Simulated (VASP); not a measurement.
A run of VASP 6.6.1:

INCAR

```
SYSTEM = Pb
ALGO = Fast
EDIFF = 1E-6
ENCUT = 520
GGA = PS
ISIF = 2
ISMEAR = 0
LASPH = .True.
LCHARG = .False.
LREAL = .False.
LWAVE = .False.
NBANDS = 13
NELM = 100
PREC = Accurate
SIGMA = 0.1
```

The input KPOINTS:

```
k-points
0
Gamma
  16 16 16
  0 0 0
```

The input POSCAR:

```
Pb
1.0
   -2.0280028533      2.0280028533      2.0280028533
    2.0280028533     -2.0280028533      2.0280028533
    2.0280028533      2.0280028533     -2.0280028533
Pb
1
Direct
    0.0000000000      0.0000000000      0.0000000000
```

Potentials or basis: VASP PAW PBE potentials, release 64 (Pb_d).

The run is started by

```console
$ cat potpaw_PBE.64/Pb_d/POTCAR > POTCAR
$ mpirun -np 1 vasp_std > vasp.out
```

Hardware: 1 thread of Intel(R) Xeon(R) 6975P-C (Granite Rapids), with other jobs on the host.

Q: How long does it take, and how much memory?

A: Run time: 26 s on 1 thread of Intel(R) Xeon(R) 6975P-C (Granite Rapids) (shared host), peak memory 0.19 GiB. Counts: scf iterations 13, k points 145.
